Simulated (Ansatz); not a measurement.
**SiNi3 in Ansatz: convergence with k mesh**

SiNi3:

```
Ni Si
1.0
     3.54200    0.00000    0.00000
     0.00000    3.54200    0.00000
     0.00000    0.00000    3.54200
Ni Si
3 1
Direct
  0.50000 0.50000 0.00000
  0.50000 0.00000 0.50000
  0.00000 0.50000 0.50000
  0.00000 0.00000 0.00000
```

```yaml
Program: Ansatz 0.2.0
Task: convergence study
Functional: r2SCAN
Potentials_or_basis: Ansatz PAW
Cutoff: "500 eV (not typed: the program's choice for these potentials)"
k_mesh: 2 × 2 × 2
Occupations: fermi-dirac, width 0.05 eV
Spin: collinear spin, ferromagnetic start
Starting_moments: "[1.0, 1.0, 1.0, 0.0] μB"
```

These are the settings of the first run; the series varies k mesh, with any setting tied to it.

Hardware: 2 threads of Arm Neoverse V1, on a shared host.

**Question.** The values tried are 2 × 2 × 2, 3 × 3 × 3, 4 × 4 × 4, 6 × 6 × 6, 7 × 7 × 7, 9 × 9 × 9, 10 × 10 × 10, 12 × 12 × 12, loosest first. From which on does the energy stay within 1 meV/atom of the tightest run that finished?

**Answer.** From 6 × 6 × 6 on.

```tsv
k mesh	energy less the tightest run, at zero smearing (meV/atom)	pressure (GPa)	absolute moment (μB)	SCF cycles	CPU time (s)	peak memory (GiB)
2 × 2 × 2	-102.06	-16.23	1.38	19	9.5	0.39
3 × 3 × 3	30.74	-11.73	1.40	23	15	0.39
4 × 4 × 4	-4.96	-13.45	0.33	21	16	0.41
6 × 6 × 6	0.42	-13.56	0.00	29	40	0.45
7 × 7 × 7	-0.94	-13.61	0.00	28	38	0.45
9 × 9 × 9	0.10	-13.57	0.18	26	54	0.51
10 × 10 × 10	-0.12	-13.59	0.15	29	97	0.55
12 × 12 × 12	0.00	-13.58	0.19	26	120	0.62
```

Against the tightest run, the pressure stays within 0.1 GPa from 6 × 6 × 6 on. Not settled before the last step: the absolute moment (to 0.02 μB). Meshes of other sizes hit other points, so gaps and Fermi surfaces needn't settle smoothly. The tightest run that finished is the yardstick and may itself not be fully converged.

Caveat, for the tightest run too: the magnetic or orbital state may not be the lowest; the PAW data sets come from PBE, with cores solved anew for the run's functional, which leaves a small shift of forces and pressure; the starting moments weren't kept.
